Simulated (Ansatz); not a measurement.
Write the native input for Ansatz 0.2.0 that does the following.

- Task: band structure
- Functional: LDA
- Potentials or basis: all-electron LAPW, scalar-relativistic
- Cutoff: 284 eV (chosen from the basis error)
- Basis error allowed: 0.001 eV/atom
- k mesh: 12 × 12 × 12
- Occupations: fermi-dirac, width 0.05 eV
- Spin: no spin polarisation

The system is Ir.

```
Ir
1.0
     0.00000    1.91560    1.91560
     1.91560    0.00000    1.91560
     1.91560    1.91560    0.00000
Ir
1
Direct
  0.00000 0.00000 0.00000
```

One way to write it, as run:

input.yaml

```yaml
crystal:
  lattice:
    - [0.0, 1.9156, 1.9156]
    - [1.9156, 0.0, 1.9156]
    - [1.9156, 1.9156, 0.0]
  atoms:
    - { symbol: Ir, position: [0.0, 0.0, 0.0] }
kpoints:
  mp_grid: { grid: [12, 12, 12] }
  band_path:
    path:
      - [0.0, 0.0, 0.0]
      - [0.5, 0.0, 0.5]
      - [0.5, 0.25, 0.75]
      - [0.375, 0.375, 0.75]
      - [0.0, 0.0, 0.0]
      - [0.5, 0.5, 0.5]
      - [0.625, 0.25, 0.625]
      - [0.5, 0.25, 0.75]
    npoints: 8
scf:
  occupations: { method: fermi_dirac, width: 0.05 }
hamiltonian:
  xc: lda
  pseudopotentials: { kind: all_electron, lapw: { basis_error: 0.001 } }
output:
  forces: true
  stress: true
  eigenvalues: true
```

Potentials or basis: all-electron LAPW, scalar-relativistic.

Launch:

```sh
$ ansatz run input.yaml --threads 1 --pin off --max-ram 3072MiB --backend cpu --events-out ev --progress --plain --runs-dir out
```

Results of the run:

The pressure is -6.6 GPa and the band gap along the path is none (metal or under the smearing width).

Caveat: spin-orbit coupling is left out, which moves the levels of the heavy elements.

It took 11 s on 1 thread of Arm Neoverse V1 (shared host), peak memory 0.28 GiB.
